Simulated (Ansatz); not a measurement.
Input of an Ansatz 0.2.0 run:

Contents of input.yaml:

```yaml
crystal:
  lattice:
    - [0.0, 2.5575, 2.5575]
    - [2.5575, 0.0, 2.5575]
    - [2.5575, 2.5575, 0.0]
  atoms:
    - { symbol: Hf, position: [0.0, 0.0, 0.0] }
    - { symbol: O, position: [0.75, 0.75, 0.75] }
    - { symbol: O, position: [0.25, 0.25, 0.25] }
hamiltonian:
  xc: { exchange: pbe, correlation: pbe, exx: { coeff: 0.25, omega: 0.3 } }
  pseudopotentials: { kind: paw }
kpoints:
  mp_grid: { grid: [5, 5, 5] }
  band_path:
    path:
      - [[0.0, 0.0, 0.0], [0.5, 0.0, 0.5], [0.5, 0.25, 0.75], [0.375, 0.375, 0.75], [0.0, 0.0, 0.0], [0.5, 0.5, 0.5], [0.625, 0.25, 0.625], [0.5, 0.25, 0.75], [0.5, 0.5, 0.5], [0.375, 0.375, 0.75]]
      - [[0.625, 0.25, 0.625], [0.5, 0.0, 0.5]]
    npoints: 4
scf:
  occupations: { method: fermi_dirac, width: 0.05 }
  n_extra_bands: 7
output:
  forces: true
  stress: true
  eigenvalues: true
  fatbands: false
```

Potentials or basis: Ansatz PAW.

Command:

```bash
$ ansatz run input.yaml --threads 2 --pin off --max-ram 5632MiB --backend cpu --events-out ev --progress --plain --runs-dir out
```

Task: Predict the band gap along the path.

Result: 5.05 eV, direct.

Task: Predict the pressure.

Result: -8.5 GPa.

Levels at the corners of the path, in eV from the valence-band top:
```tsv
point	band 16	band 17	band 18	band 19	band 20	band 21	band 22	band 23
Γ	-5.58	-0.66	-0.66	-0.66	5.23	5.23	6.92	11.85
X	-3.70	-1.60	-1.60	0.00	5.05	6.94	7.87	9.47
W	-2.72	-2.72	-1.45	-0.22	6.10	6.56	8.33	8.33
K	-3.54	-2.33	-1.41	-0.35	5.59	6.83	8.17	8.82
Γ	-5.58	-0.66	-0.66	-0.66	5.23	5.23	6.92	11.85
L	-3.25	-2.85	-1.97	-1.97	5.97	5.97	8.25	10.29
U	-3.54	-2.33	-1.41	-0.35	5.59	6.83	8.17	8.82
W	-2.72	-2.72	-1.45	-0.22	6.10	6.56	8.33	8.33
L	-3.25	-2.85	-1.97	-1.97	5.97	5.97	8.25	10.29
K	-3.54	-2.33	-1.41	-0.35	5.59	6.83	8.17	8.82
U	-3.54	-2.33	-1.41	-0.35	5.59	6.83	8.17	8.82
X	-3.70	-1.60	-1.60	0.00	5.05	6.94	7.87	9.47
```

Caveat: the k mesh is coarse (spacing up to 0.43 Å⁻¹), so the values aren't converged, least of all with exact exchange; the pressure holds a Pulay correction of +0.7 GPa for the finite cutoff; spin-orbit coupling is left out, which moves the levels of the heavy elements; the PAW data sets come from PBE, with cores solved anew for the run's functional, which leaves a small shift of forces and pressure; the thresholds are loose for stress.
